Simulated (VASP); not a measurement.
# Li (P4/mmm) in VASP: settings compared, part 2 of 2

VASP 6.6.1. Earlier steps stand in the parts before.

## 3. Band structure, RPBE

Input file INCAR:

```
SYSTEM = Li
PREC = Accurate
ENCUT = 520
EDIFF = 1E-7
ISMEAR = -1
SIGMA = 0.05
LREAL = .False.
LASPH = .True.
NELM = 100
ALGO = Normal
ISIF = 2
LWAVE = .False.
LCHARG = .False.
GGA = RP
NBANDS = 12
```

Input file KPOINTS:

```
Automatic mesh
0
Gamma
  5 5 9
  0 0 0
```

Input file POSCAR:

```
Li
1.0
    5.3344400000      0.0000000000      0.0000000000
    0.0000000000      5.3344400000      0.0000000000
    0.0000000000      0.0000000000      2.8026500000
Li
3
Direct
    0.5000000000      0.0000000000      0.5000000000
    0.0000000000      0.5000000000      0.5000000000
    0.5000000000      0.5000000000      0.5000000000
```

Input file KPOINTS_OPT:

```
path GXMGZRAZ,XR,MA
15
line-mode
reciprocal
 0.0000000000  0.0000000000  0.0000000000  G
 0.0000000000  0.5000000000  0.0000000000  X

 0.0000000000  0.5000000000  0.0000000000  X
 0.5000000000  0.5000000000  0.0000000000  M

 0.5000000000  0.5000000000  0.0000000000  M
 0.0000000000  0.0000000000  0.0000000000  G

 0.0000000000  0.0000000000  0.0000000000  G
 0.0000000000  0.0000000000  0.5000000000  Z

 0.0000000000  0.0000000000  0.5000000000  Z
 0.0000000000  0.5000000000  0.5000000000  R

 0.0000000000  0.5000000000  0.5000000000  R
 0.5000000000  0.5000000000  0.5000000000  A

 0.5000000000  0.5000000000  0.5000000000  A
 0.0000000000  0.0000000000  0.5000000000  Z

 0.0000000000  0.5000000000  0.0000000000  X
 0.0000000000  0.5000000000  0.5000000000  R

 0.5000000000  0.5000000000  0.0000000000  M
 0.5000000000  0.5000000000  0.5000000000  A
```

Potentials or basis: VASP PAW PBE potentials, release 64 (Li_sv).

Started as:

```sh
$ cat potpaw_PBE.64/Li_sv/POTCAR > POTCAR
$ mpirun -np 1 vasp_std > vasp.out
```

Run time: 43 s. Hardware: 1 thread of AMD EPYC 9R45 (Zen 5), shared host; peak memory 0.15 GiB.

The run converged. Its results:

* Free energy: -4.5366 eV
* Band gap along the path: none (metal or under the smearing width)

Levels at the corners of the path, in eV from the Fermi level:
```csv
point,band 1,band 2,band 3,band 4,band 5,band 6,band 7,band 8
Γ,-47.43,-47.43,-46.87,-3.07,0.05,0.05,2.46,3.09
X,-47.43,-47.43,-46.87,-2.26,-1.82,0.64,2.51,3.38
X,-47.43,-47.43,-46.87,-2.26,-1.82,0.64,2.51,3.38
M,-47.43,-47.43,-46.87,-1.59,-0.94,-0.94,-0.27,5.91
M,-47.43,-47.43,-46.87,-1.59,-0.94,-0.94,-0.27,5.91
Γ,-47.43,-47.43,-46.87,-3.07,0.05,0.05,2.46,3.09
Γ,-47.43,-47.43,-46.87,-3.07,0.05,0.05,2.46,3.09
Z,-47.41,-47.41,-46.85,-0.39,2.17,3.25,3.70,3.70
Z,-47.41,-47.41,-46.85,-0.39,2.17,3.25,3.70,3.70
R,-47.41,-47.41,-46.85,0.39,1.48,2.79,2.81,4.19
R,-47.41,-47.41,-46.85,0.39,1.48,2.79,2.81,4.19
A,-47.41,-47.41,-46.85,1.53,1.80,1.80,3.01,3.86
A,-47.41,-47.41,-46.85,1.53,1.80,1.80,3.01,3.86
Z,-47.41,-47.41,-46.85,-0.39,2.17,3.25,3.70,3.70
X,-47.43,-47.43,-46.87,-2.26,-1.82,0.64,2.51,3.38
R,-47.41,-47.41,-46.85,0.39,1.48,2.79,2.81,4.19
M,-47.43,-47.43,-46.87,-1.59,-0.94,-0.94,-0.27,5.91
A,-47.41,-47.41,-46.85,1.53,1.80,1.80,3.01,3.86
```

## 4. Band structure, revPBE

Edit INCAR of step 3 so:

```diff
@@ -13,3 +13,3 @@
 LCHARG = .False.
-GGA = RP
+GGA = RE
 NBANDS = 12
```

KPOINTS is that of step 3.

POSCAR is that of step 3.

KPOINTS_OPT is that of step 3.

Started as:

```sh
$ cat potpaw_PBE.64/Li_sv/POTCAR > POTCAR
$ mpirun -np 1 vasp_std > vasp.out
```

Run time: 46 s. Hardware: 1 thread of AMD EPYC 9R45 (Zen 5), shared host; peak memory 0.15 GiB.

The run converged. Its results:

- Free energy: -4.5305 eV
- Band gap along the path: none (metal or under the smearing width)

Levels at the corners of the path, in eV from the Fermi level:
```
point  band 1  band 2  band 3  band 4  band 5  band 6  band 7  band 8
    Γ  -47.39  -47.39  -46.82   -3.08    0.05    0.05    2.46    3.07
    X  -47.39  -47.39  -46.83   -2.27   -1.83    0.65    2.52    3.38
    X  -47.39  -47.39  -46.83   -2.27   -1.83    0.65    2.52    3.38
    M  -47.39  -47.39  -46.83   -1.60   -0.94   -0.94   -0.28    5.91
    M  -47.39  -47.39  -46.83   -1.60   -0.94   -0.94   -0.28    5.91
    Γ  -47.39  -47.39  -46.82   -3.08    0.05    0.05    2.46    3.07
    Γ  -47.39  -47.39  -46.82   -3.08    0.05    0.05    2.46    3.07
    Z  -47.38  -47.38  -46.81   -0.39    2.17    3.26    3.70    3.70
    Z  -47.38  -47.38  -46.81   -0.39    2.17    3.26    3.70    3.70
    R  -47.38  -47.38  -46.81    0.39    1.49    2.79    2.81    4.19
    R  -47.38  -47.38  -46.81    0.39    1.49    2.79    2.81    4.19
    A  -47.38  -47.38  -46.81    1.53    1.81    1.81    3.01    3.86
    A  -47.38  -47.38  -46.81    1.53    1.81    1.81    3.01    3.86
    Z  -47.38  -47.38  -46.81   -0.39    2.17    3.26    3.70    3.70
    X  -47.39  -47.39  -46.83   -2.27   -1.83    0.65    2.52    3.38
    R  -47.38  -47.38  -46.81    0.39    1.49    2.79    2.81    4.19
    M  -47.39  -47.39  -46.83   -1.60   -0.94   -0.94   -0.28    5.91
    A  -47.38  -47.38  -46.81    1.53    1.81    1.81    3.01    3.86
```

## 5. Band structure, BLYP

Edit INCAR of step 4 so:

```diff
@@ -13,3 +13,7 @@
 LCHARG = .False.
-GGA = RE
+GGA = B5
+ALDAX = 1.0
+AGGAX = 1.0
+AGGAC = 1.0
+ALDAC = 0.0
 NBANDS = 12
```

KPOINTS is that of step 4.

POSCAR is that of step 4.

KPOINTS_OPT is that of step 4.

Started as:

```sh
$ cat potpaw_PBE.64/Li_sv/POTCAR > POTCAR
$ mpirun -np 1 vasp_std > vasp.out
```

Run time: 56 s. Hardware: 1 thread of AMD EPYC 9R45 (Zen 5), shared host; peak memory 0.15 GiB.

The run converged. Its results:

```yaml
Free_energy: -3.9468 eV
Band_gap_along_the_path: none (metal or under the smearing width)
```

Levels at the corners of the path, in eV from the Fermi level:
```csv
point,band 1,band 2,band 3,band 4,band 5,band 6,band 7,band 8
Γ,-47.84,-47.83,-47.21,-3.00,0.05,0.05,2.35,3.36
X,-47.83,-47.83,-47.21,-2.24,-1.72,0.61,2.60,3.29
X,-47.83,-47.83,-47.21,-2.24,-1.72,0.61,2.60,3.29
M,-47.83,-47.83,-47.21,-1.59,-0.94,-0.94,-0.03,5.72
M,-47.83,-47.83,-47.21,-1.59,-0.94,-0.94,-0.03,5.72
Γ,-47.84,-47.83,-47.21,-3.00,0.05,0.05,2.35,3.36
Γ,-47.84,-47.83,-47.21,-3.00,0.05,0.05,2.35,3.36
Z,-47.82,-47.82,-47.19,-0.39,2.22,3.07,3.60,3.60
Z,-47.82,-47.82,-47.19,-0.39,2.22,3.07,3.60,3.60
R,-47.82,-47.82,-47.19,0.37,1.45,2.75,2.86,4.06
R,-47.82,-47.82,-47.19,0.37,1.45,2.75,2.86,4.06
A,-47.82,-47.82,-47.19,1.55,1.72,1.72,2.94,3.82
A,-47.82,-47.82,-47.19,1.55,1.72,1.72,2.94,3.82
Z,-47.82,-47.82,-47.19,-0.39,2.22,3.07,3.60,3.60
X,-47.83,-47.83,-47.21,-2.24,-1.72,0.61,2.60,3.29
R,-47.82,-47.82,-47.19,0.37,1.45,2.75,2.86,4.06
M,-47.83,-47.83,-47.21,-1.59,-0.94,-0.94,-0.03,5.72
A,-47.82,-47.82,-47.19,1.55,1.72,1.72,2.94,3.82
```
